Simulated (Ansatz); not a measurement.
## Cold compression of NbP (CsCl type)

```yaml
crystal:
  lattice:
    - [3.11003, 0.00000, 0.00000]
    - [0.00000, 3.11003, 0.00000]
    - [0.00000, 0.00000, 3.11003]
  atoms:
    - { symbol: Nb, position: [0.00000, 0.00000, 0.00000] }
    - { symbol: P, position: [0.50000, 0.50000, 0.50000] }
```

The cell comes from a relaxation on PAW files under the same functional, begun from a prototype that needn't be the stable phase.

Its volume is scaled at fixed shape and fractional positions.

Level of theory: DFT with PBE, scalar-relativistic, in Ansatz 0.2.0; a Γ-centred 13×13×13 k mesh, Fermi–Dirac smearing of 0.1 eV, no spin polarisation. LAPW: all electrons, basis error target 1 meV/atom; PAW: frozen-core files, cutoff 420 eV; crystal datasets: all electrons, by PAW datasets that the program makes for each cell; norm-conserving: pseudopotentials, cutoff 1116 eV; PAW (core large): files with a larger core, cutoff 420 eV.

Energies are extrapolated to zero smearing and count from the unscaled cell; pressure is positive in compression; gaps take the mesh and a band path. No temperature or zero-point motion is included.

| V/V0 | V (Å³/atom) | P LAPW (GPa) | ΔE LAPW (eV/atom) | P PAW − LAPW (GPa) | ΔE PAW − LAPW (meV/atom) |
| --- | --- | --- | --- | --- | --- |
| 1.00 | 15.04 | 0.03 | 0.000 | -0.02 | 0.0 |
| 0.95 | 14.29 | 10.96 | 0.024 | -0.02 | -0.1 |
| 0.85 | 12.78 | 43.8 | 0.267 | -0.02 | -0.2 |
| 0.75 | 11.28 | 100.6 | 0.919 | -0.01 | -0.3 |
| 0.65 | 9.78 | 201.4 | 2.290 | 0.01 | -0.3 |
| 0.55 | 8.27 | ? | ? | ? | ? |
| 0.45 | 6.77 | 745.2 | 10.043 | -0.42 | -2.9 |
| 0.40 | 6.02 | 1062 | 14.235 | -1.02 | -6.0 |

Fit the Vinet equation to the LAPW pressures shown (residuals weighted by 1/(|P| + 0.03·Pmax)), and predict the pressure of the withheld row.

The fit gives V0 = 15.04 Å³/atom, B0 = 190 GPa and B0′ = 4.41. At 8.27 Å³/atom, x = (V/V0)^(1/3) = 0.8193, and P = 3·B0·(1 − x)/x²·exp[1.5·(B0′ − 1)·(1 − x)] = 385.8 GPa. The run itself gave 384.3 GPa (+0.4 % off) and ΔE = 4.954 eV/atom.

From the table, what is the rise of the enthalpy H = E + pV up to the last row, and how stiff is the crystal between the last two rows?

ΔH = 14.235 eV + (1062 GPa × 6.02 Å³ − 0.03 GPa × 15.04 Å³) × 0.006242 eV/(GPa·Å³) = 54.11 eV/atom, of which pV makes 74 %. The mean bulk modulus there is −ΔP/Δln V = 2690 GPa.

At the smallest volume, how far do crystal datasets and norm-conserving and PAW (core large) lie from LAPW in pressure?

crystal datasets: +0.01 GPa; norm-conserving: -5.33 GPa; PAW (core large): -1.02 GPa, on a LAPW pressure of 1062 GPa.

How do the Löwdin populations by LAPW change from the unscaled cell to the last row?

Nb 4s 1.95 → 1.82, Nb 5s 0.52 → 0.43, Nb 4p 5.99 → 5.80, Nb 4d 4.39 → 5.96, P 2s 1.99 → 1.94, P 3s 1.46 → 0.97, P 3p 3.61 → 2.82 electrons an atom. These are projections on the shells that the free atoms fill; 0.10 e a cell lies outside them at the start and 0.29 e at the end.
